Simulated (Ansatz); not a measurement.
A run of Ansatz 0.2.0:

input.yaml

```yaml
crystal:
  lattice:
    - [0.0, 1.9156, 1.9156]
    - [1.9156, 0.0, 1.9156]
    - [1.9156, 1.9156, 0.0]
  atoms:
    - { symbol: Ir, position: [0.0, 0.0, 0.0] }
kpoints:
  mp_grid: { grid: [12, 12, 12] }
scf:
  occupations: { method: cold, width: 0.01 }
  n_extra_bands: 8
hamiltonian:
  xc: r2scan
  pseudopotentials: { kind: all_electron, datasets: crystal }
  hubbard:
    sites: [{ species: Ir, l: d, u_eff: 6.2 }]
    double_counting: fll
    projectors: augmentation-sphere
output:
  forces: true
  stress: true
relax:
  f_tol: 0.01
  max_steps: 60
  cell: {}
```

Potentials or basis: all-electron PAW datasets made for the crystal.

Command:

```bash
$ ansatz run input.yaml --threads 1 --pin off --max-ram 2560MiB --backend cpu --events-out ev --progress --plain --runs-dir out
```

Hardware: 1 thread of Intel(R) Xeon(R) Platinum 8375C CPU @ 2.90GHz (Ice Lake), with other jobs on the host.

Question: How long does it take, and how much memory?

Answer: Run time: 49 s on 1 thread of Intel(R) Xeon(R) Platinum 8375C CPU @ 2.90GHz (Ice Lake), on a shared host, peak memory 0.56 GiB. Counts: scf iterations 44, plane waves 181, k points 72, bands 17, ion steps 7.
